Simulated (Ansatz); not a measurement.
A crystal relaxed with r2SCAN in the PAW code Ansatz has space group P6_3mc (No. 186) and a = 3.235 Å, c = 5.211 Å.

```csv
atom,site,x,y,z
Zn,2b,0.3333,0.6667,0.9977
Xx,2b,0.3333,0.6667,0.3773
```

With r2SCAN the gap is 1.24 eV and direct, at Γ. HSE06 gives a direct gap of 2.53 eV at Γ. PBE gives a direct gap of 0.81 eV at Γ. Meshes: r2SCAN 12×12×6, HSE06 6×6×4, PBE 12×12×6. r2SCAN's ε∞ is 4.4 along all three axes, to this precision.

**Question.** Which element is Xx?
A. Te
B. S
C. Se
D. O

**Answer.** D. Xx is O: wurtzite ZnO. Around Zn lie 4 O at 1.97–1.98 Å; around O lie 4 Zn at 1.97–1.98 Å.

Calculated for a static, non-magnetic cell.

The meshes of the hybrids are coarse, so their gaps aren't converged to the digits shown.
